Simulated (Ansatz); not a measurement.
TiAl: distorted cells

Method: DFT PBE, scalar-relativistic, plane waves, PAW in Ansatz 0.2.0.

Cutoff 420 eV; k points 12×12×12 on the computed 2-atom cell (Γ-centred); Gaussian smearing, width 0.10 eV; no spin polarisation.

Reference cell:

```
Ti Al
1.0
     3.17906    0.00000    0.00000
     0.00000    3.17906    0.00000
     0.00000    0.00000    3.17906
Ti Al
1 1
Cartesian
  0.0000 0.0000 0.0000
  1.5895 1.5895 1.5895
```

Each variant moves atoms of this cell by the vectors given, if any (Å), and then applies a symmetric strain (tensor components, Cartesian axes). The reference cell isn't relaxed at this level. Energies are per atom at zero smearing, counted from the lowest variant. Pressure is positive in compression.

1. strain (xx yy zz yz xz xy, %) 3.64 1.38 1.15 2.00 1.70 0.72; moves: Ti1 (-0.116, 0.081, 0.051); Al2 (0.116, -0.081, -0.051)
2. strain (xx yy zz yz xz xy, %) 4.21 4.63 4.21 -0.20 2.00 0.20; moves: Ti1 (0.062, -0.122, -0.062); Al2 (-0.062, 0.122, 0.062)
3. no strain; moves: Al2 (0.375, 0.000, 0.000)
4. no strain; moves: Al2 (0.000, 0.000, 0.150)
5. strain (xx yy zz yz xz xy, %) -2.06 6.94 6.94 0.00 0.00 0.00
6. no strain; moves: Al2 (-0.091, -0.353, 0.089)

| result | ΔE (meV/atom) | P (GPa) | largest force (eV/Å) |
| --- | --- | --- | --- |
| A | 182.7 | 6.25 | 2.28 |
| B | 0.0 | 1.69 | 0.94 |
| C | 191.1 | 6.36 | 2.47 |
| D | 155.9 | -7.38 | 1.55 |
| E | 15.4 | -9.35 | 0.00 |
| F | 122.0 | -1.64 | 1.87 |

(1) Which variant gave which result?

Results:

(1) A is 3, B is 4, C is 6, D is 2, E is 5, F is 1.